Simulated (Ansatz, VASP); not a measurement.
**One calculation of LiF, two programs**

File INCAR:

```
PREC = Accurate
ENCUT = 520
EDIFF = 1E-6
ISMEAR = 0
SIGMA = 0.1
LREAL = F
LASPH = T
NELM = 60
ALGO = Normal
ISIF = 2
LWAVE = F
LCHARG = F
GGA = RP
IVDW = 12
NBANDS = 12
```

File KPOINTS:

```
regular mesh
0
Gamma
  10 10 10
```

File POSCAR:

```
LiF
1.0
    2.5595330000      0.0000000000      0.0000000000
    0.0000000000      2.5595330000      0.0000000000
    0.0000000000      0.0000000000      2.5595330000
F Li
1 1
Direct
    0.5000000000      0.5000000000      0.5000000000
    0.0000000000      0.0000000000      0.0000000000
```

File input.yaml:

```yaml
crystal:
  lattice:
    - [2.559533, 0.0, 0.0]
    - [0.0, 2.559533, 0.0]
    - [0.0, 0.0, 2.559533]
  atoms:
    - { symbol: F, position: [0.5, 0.5, 0.5] }
    - { symbol: Li, position: [0.0, 0.0, 0.0] }
kpoints:
  mp_grid: { grid: [10, 10, 10] }
  band_path:
    path:
      - [0.0, 0.0, 0.0]
      - [0.0, 0.5, 0.0]
      - [0.5, 0.5, 0.0]
      - [0.0, 0.0, 0.0]
      - [0.5, 0.5, 0.5]
      - [0.0, 0.5, 0.0]
    npoints: 8
scf:
  occupations: { method: gaussian, width: 0.1 }
hamiltonian:
  xc: rpbe
  dispersion: d3bj
  pseudopotentials: { kind: all_electron, lapw: { basis_error: 0.001 } }
output:
  forces: true
  stress: true
  eigenvalues: true
```

Measurements of this composition are mostly on another form, of space group No. 225.

Alike in both runs: functional RPBE; dispersion D3(BJ); k mesh 10 × 10 × 10; occupations gaussian, width 0.1 eV; no spin polarisation.

|  | VASP | Ansatz |
| --- | --- | --- |
| version | VASP 6.6.1 | Ansatz 0.2.0 |
| potentials or method | VASP PAW PBE potentials, release 64 (F, Li_sv) | all-electron LAPW, scalar-relativistic |
| plane-wave cutoff (eV) | 520 | see its input |
| task | single point | band structure |

|  | VASP | Ansatz | Ansatz less VASP |
| --- | --- | --- | --- |
| gap on the k mesh at the Fermi level (eV) | 7.74 | 7.70 | -0.040 |
| least direct gap on the mesh (eV) | 8.40 | 8.36 | -0.042 |
| dispersion energy (meV/atom) | -698.8 | -698.8 | -0.03 |

Ansatz ran all-electron here, so the differences hold the error of VASP's frozen core and of both bases.

 A k mesh can miss the band edges. Expect the measured gap to be larger: semilocal functionals such as RPBE lack the derivative discontinuity.
